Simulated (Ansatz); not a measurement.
**GaP under strain: Electric field gradients**

The cell is an entry of the Crystallography Open Database (COD), relaxed with PBE at fixed cell and then changed (z stretched by 2 %, ions relaxed).

```yaml
crystal:
  lattice:
    - [0.00000, 2.72525, 2.77976]
    - [2.72525, 0.00000, 2.77976]
    - [2.72525, 2.72525, 0.00000]
  atoms:
    - { symbol: Ga, position: [0.00000, 0.00000, 0.00000] }
    - { symbol: P, position: [0.25000, 0.25000, 0.25000] }
```

Sites (sets of like atoms) are named by element and the number of their first atom in this list.

Level of theory: DFT, PBE, plane waves and PAW, scalar-relativistic, 420 eV cutoff, Γ-centred 14×14×14 k-points, Fermi–Dirac smearing 0.02 eV (Ansatz 0.2.0).

V_zz is the principal component of the electric field gradient with the largest magnitude, η = (V_xx − V_yy)/V_zz and C_Q = eQV_zz/h. Directions are in the Cartesian axes of the cell vectors above, for the atom listed; none is given where the gradient is under 0.02 or η is above 0.95.

| site | first atom | first shell | V_zz (10²¹ V/m²) | η | direction of V_zz (x, y, z) |
| --- | --- | --- | --- | --- | --- |
| Ga | 1 | 4 P at 2.38 Å | -0.39 | 0.00 | 0.00 0.00 1.00 |
| P | 2 | 4 Ga at 2.38 Å | 0.26 | 0.00 | 0.00 0.00 1.00 |

An axis of threefold or higher order runs through Ga and P, so V_zz lies along it and η is zero.

The relaxation (1 step) took 15 s of wall time (15 s of CPU time) and 0.56 GiB at its peak, on 1 thread of Intel Xeon Platinum 8488C (Sapphire Rapids) (x86_64; 16 cores open to the job, memory cap 3.0 GiB, no GPU), a shared host with a load of 0.4 a core.
